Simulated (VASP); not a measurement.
# CoSi2 (Fm-3m) in VASP: further runs

The runs below take CoSi2 through relaxation of cell and atoms, electrostatic potential, with PBE+D3(BJ).

All numbers are computed with VASP 6.6.1; they aren't measurements. Logs are shortened: lines on timing, memory, paths and dates and some standing lists are left out, and cuts for length are marked.

### Step 1. The structure

It takes space group Fm-3m (No. 225, cubic). Conventional cell: a = 5.320 Å, b = 5.320 Å, c = 5.320 Å, α = 90.00°, β = 90.00°, γ = 90.00°. Around Co (site symmetry m-3m) lie 8 Si at 2.30 Å. Si (site symmetry -43m) has 4 Co at 2.30 Å as nearest neighbours.

The cell was built by a generator and needn't be a form met in nature.

### Step 2. Relaxation of cell and atoms, PBE+D3(BJ)

The input, INCAR:

```
SYSTEM = CoSi2
ALGO = Normal
EDIFF = 1E-6
EDIFFG = -0.005
ENCUT = 600
GGA = PE
IBRION = 2
ISIF = 3
ISMEAR = 1
IVDW = 12
LASPH = .True.
LCHARG = .False.
LREAL = .False.
LWAVE = .False.
NELM = 120
NSW = 40
PREC = Accurate
SIGMA = 0.1
```

The input, KPOINTS:

```
k-points
0
Gamma
  14 14 14
  0 0 0
```

The input, POSCAR:

```
CoSi2
1.0
    0.0000000000      2.6600000000      2.6600000000
    2.6600000000      0.0000000000      2.6600000000
    2.6600000000      2.6600000000      0.0000000000
Co Si
1 2
Direct
    0.0000000000      0.0000000000      0.0000000000
    0.2500000000      0.2500000000      0.2500000000
    0.7500000000      0.7500000000      0.7500000000
```

Potentials or basis: VASP PAW PBE potentials, release 64 (Co, Si).

Command:

```
> cat potpaw_PBE.64/Co/POTCAR potpaw_PBE.64/Si/POTCAR > POTCAR
> mpirun -np 1 vasp_std > vasp.out
```

OUTCAR:

```text
SYSTEM = CoSi2
   EDIFF = 1E-6
   EDIFFG = -0.005
   ENCUT = 600
   GGA = PE
   IBRION = 2
   ISIF = 3
   ISMEAR = 1
   IVDW = 12
   LASPH = .True.
   LREAL = .False.
   NELM = 120
   NSW = 40
   PREC = Accurate
 IVDW          = 12

 ion  position               nearest neighbor table
   1  0.000  0.000  0.000-   3 2.30   3 2.30   3 2.30   2 2.30   3 2.30   2 2.30   2 2.30   2 2.30

   2  0.250  0.250  0.250-   1 2.30   1 2.30   1 2.30   1 2.30   3 2.66   3 2.66   3 2.66   3 2.66
                             3 2.66   3 2.66
   3  0.750  0.750  0.750-   1 2.30   1 2.30   1 2.30   1 2.30   2 2.66   2 2.66   2 2.66   2 2.66
                             2 2.66   2 2.66

  LATTYP: Found a face centered cubic cell.
 ALAT       =     5.3200000000

  Lattice vectors:

 A1 = (   0.0000000000,   2.6600000000,   2.6600000000)
 A2 = (   2.6600000000,   0.0000000000,   2.6600000000)
 A3 = (   2.6600000000,   2.6600000000,   0.0000000000)

Analysis of symmetry for initial positions (statically):
=====================================================================
 Subroutine PRICEL returns:
 Original cell was already a primitive cell.

 Routine SETGRP: Setting up the symmetry group for a
 face centered cubic supercell.

 Subroutine GETGRP returns: Found 48 space group operations
 (whereof 48 operations were pure point group operations)
 out of a pool of 48 trial point group operations.

The static configuration has the point symmetry O_h .

Analysis of symmetry for dynamics (positions and initial velocities):
=====================================================================
 Subroutine PRICEL returns:
 Original cell was already a primitive cell.

 Routine SETGRP: Setting up the symmetry group for a
 face centered cubic supercell.

 Subroutine GETGRP returns: Found 48 space group operations
 (whereof 48 operations were pure point group operations)
 out of a pool of 48 trial point group operations.

The dynamic configuration has the point symmetry O_h .

 Subroutine INISYM returns: Found 48 space group operations
 (whereof 48 operations are pure point group operations),
 and found     1 'primitive' translations

----------------------------------------------------------------------------------------

                                     Primitive cell

  volume of cell :      37.6422

  direct lattice vectors                    reciprocal lattice vectors
     0.000000000  2.660000000  2.660000000    -0.187969925  0.187969925  0.187969925
     2.660000000  0.000000000  2.660000000     0.187969925 -0.187969925  0.187969925
     2.660000000  2.660000000  0.000000000     0.187969925  0.187969925 -0.187969925

  length of vectors
     3.761808076  3.761808076  3.761808076     0.325573460  0.325573460  0.325573460
[... 83 lines left out ...]
   EDIFF  = 0.1E-05   stopping-criterion for ELM
   LREAL  =      F    real-space projection
   EDIFFG = -.5E-02   stopping-criterion for IOM
   NSW    =     40    number of steps for IOM
   IBRION =      2    ionic relax: 0-MD 1-quasi-New 2-CG
   NFREE  =      1    steps in history (QN), initial steepest desc. (CG)
   ISIF   =      3    stress and relaxation
   ISYM   =      2    0-nonsym 1-usesym 2-fastsym
   POTIM  = 0.5000    time-step for ionic-motion
   TEBEG  =    0.0;   TEEND  =   0.0 temperature during run
   PSTRESS=    0.0 pullay stress
   NELECT =      17.0000    total number of electrons
   NUPDOWN=      -1.0000    fix difference up-down
   EMIN   =  10.00;   EMAX   =-10.00  energy-range for DOS
   EFERMI =   0.00;   METHOD = LEGACY
   ISMEAR =     1;   SIGMA  =   0.10  broadening in eV -4-tet -1-fermi 0-gaus
   EFERMI_NEDOS =   21; number of points for ismear=-14 and -15
   IALGO  =     38    algorithm
   IMIX   =      4    mixing-type and parameters
     AMIX     =   0.40;   BMIX     =  1.00
     AMIX_MAG =   1.60;   BMIX_MAG =  1.00
  volume/ion in A,a.u.               =      12.55        84.67
  Fermi-wavevector in a.u.,A,eV,Ry     =   1.256029  2.373550 21.464655  1.577608
  Thomas-Fermi vector in A             =   2.389756
   LORBIT       =      0    0 simple, 1 ext, 2 COOP (PROOUT), +10 PAW based schemes
   GGA     = PE    functional components
   LHFCALC =     F    Hartree Fock is set to
   AEXX    =    0.0000 exact exchange contribution
   IVDW    =    12    specifies the selected vdW correction
   LEPSILON=     F    determine dielectric tensor
   LRPA    =     F    only Hartree local field effects (RPA)
 conjugate gradient relaxation of ions
 non-spin polarized calculation
 Methfessel and Paxton  Order N= 1 SIGMA  =   0.10
  energy-cutoff  :      600.00
  volume of cell :       37.64
 maximum number of plane-waves:      1283
   NGX = 15   NGY = 15   NGZ = 15

--------------------------------------- Ionic step        1  -------------------------------------------

 number of electron      17.0000002 magnetization

 Free energy of the ion-electron system (eV)
  ---------------------------------------------------
  ext. energy  EPLUGINS =         0.00000000
  ---------------------------------------------------
  free energy    TOTEN  =       -19.28450369 eV

  energy without entropy =      -19.28381809  energy(sigma->0) =      -19.28427516

------------------------ aborting loop because EDIFF is reached ----------------------------------------

 Edisp (eV)   -1.35437

 E8    (eV) :    -0.5702
[... 73 lines left out ...]
--------------------------------------- Ionic step        3  -------------------------------------------

 number of electron      16.9999999 magnetization

 Free energy of the ion-electron system (eV)
  ---------------------------------------------------
  ext. energy  EPLUGINS =         0.00000000
  ---------------------------------------------------
  free energy    TOTEN  =       -19.27267872 eV

  energy without entropy =      -19.27197344  energy(sigma->0) =      -19.27244363

 E-fermi :  10.5308     XC(G=0): -11.8862

 val. band max:       10.5293947746   @ k =   0.3571   0.0714   0.0000
 cond. band min:      10.5412240865   @ k =  -0.2857   0.2143   0.0714
 fundamental gap:      0.0118293119
 Fermi energy:        10.5307557963

 k-point     1 :       0.0000    0.0000    0.0000
  band No.  band energies     occupation
      1      -2.8548      2.00000
      2       6.2914      2.00000
      3       6.2914      2.00000
      4       6.2914      2.00000
      5       8.4974      2.00000
      6       8.4974      2.00000
      7      11.5676     -0.00000
      8      13.9639      0.00000
      9      13.9639      0.00000
     10      14.0366      0.00000
     11      14.0366      0.00000
     12      14.0366      0.00000
[... 331 lines left out ...]
 k-point    24 :       0.2857    0.1429    0.0000
  band No.  band energies     occupation
      1      -1.7077      2.00000
      2       4.5551      2.00000
      3       6.4368      2.00000
      4       6.5103      2.00000
      5       7.6571      2.00000
      6       8.6852      2.00000
      7       9.5823      2.00000
      8      10.6114      0.01678
      9      11.2846     -0.00000
     10      12.5788      0.00000
     11      14.7170      0.00000
     12      15.5399      0.00000

 [... further k-points ...]

------------------------ aborting loop because EDIFF is reached ----------------------------------------

 Edisp (eV)   -1.36848

 E8    (eV) :    -0.5762
[... 26 lines left out ...]
  FREE ENERGIE OF THE ION-ELECTRON SYSTEM (eV)
  ---------------------------------------------------
  free  energy   TOTEN  =       -20.6411575496 eV

  energy  without entropy=      -20.6404522790  energy(sigma->0) =      -20.64092246

 reached required accuracy - stopping structural energy minimisation
```

CONTCAR:

```text
CoSi2
   1.00000000000000
    -0.0000000000000000    2.6510976319829447    2.6510976319829447
     2.6510976319829447   -0.0000000000000000    2.6510976319829447
     2.6510976319829447    2.6510976319829447   -0.0000000000000000
  Co              Si
     1     2
Direct
     0.0000000000000000    0.0000000000000000    0.0000000000000000
     0.2500000000000000    0.2500000000000000    0.2500000000000000
     0.7500000000000000    0.7500000000000000    0.7500000000000000

  0.00000000E+00  0.00000000E+00  0.00000000E+00
  0.00000000E+00  0.00000000E+00  0.00000000E+00
  0.00000000E+00  0.00000000E+00  0.00000000E+00
```

It took 90 s on 1 thread of Intel Xeon Platinum 8375C at 2.90GHz (Ice Lake), shared host; peak memory 0.23 GiB.

What came out:

* Free energy: -20.6412 eV
* Relaxed volume: 12.42 Å³/atom
* Relaxed cell: a = 3.749 Å, b = 3.749 Å, c = 3.749 Å, α = 60.00°, β = 60.00°, γ = 60.00°
* Space group after relaxing (to 0.05 Å): Fm-3m (No. 225)
* Energy gained by relaxing: 0.8 meV/atom
* Ionic steps: 3
* Pressure after relaxing: -0.1 GPa
* Band gap on the k mesh: none (metal or under the smearing width)
* Dispersion energy per atom: -0.456 eV

The path:
```csv
step,energy change (eV),largest force (eV/Å),pressure (GPa),volume (Å³)
1,0.0000,0.0000,-1.90,37.64
2,0.0008,0.0000,2.29,36.84
3,-0.0023,0.0000,-0.06,37.27
```

Final structure:
```
Co Si
1.0
     0.00000    2.65110    2.65110
     2.65110    0.00000    2.65110
     2.65110    2.65110    0.00000
Co Si
1 2
Direct
  0.00000 0.00000 0.00000
  0.25000 0.25000 0.25000
  0.75000 0.75000 0.75000
```

Levels at points of the mesh, in eV from the Fermi level:
| k point | band 5 | band 6 | band 7 | band 8 | band 9 | band 10 | band 11 | band 12 |
| --- | --- | --- | --- | --- | --- | --- | --- | --- |
| (0.00, 0.00, 0.00) | -2.03 | -2.03 | 1.04 | 3.43 | 3.43 | 3.51 | 3.51 | 3.51 |
| (0.50, 0.00, 0.00) | -2.27 | -1.73 | -1.73 | -0.51 | -0.51 | 2.77 | 3.48 | 3.48 |
| (0.50, 0.50, 0.00) | -3.77 | -2.06 | -2.06 | -2.02 | -1.43 | 1.67 | 2.92 | 8.56 |

Caveat: pairwise dispersion overbinds metals, which lowers pressure and volume.

[end of part 1 of 2]
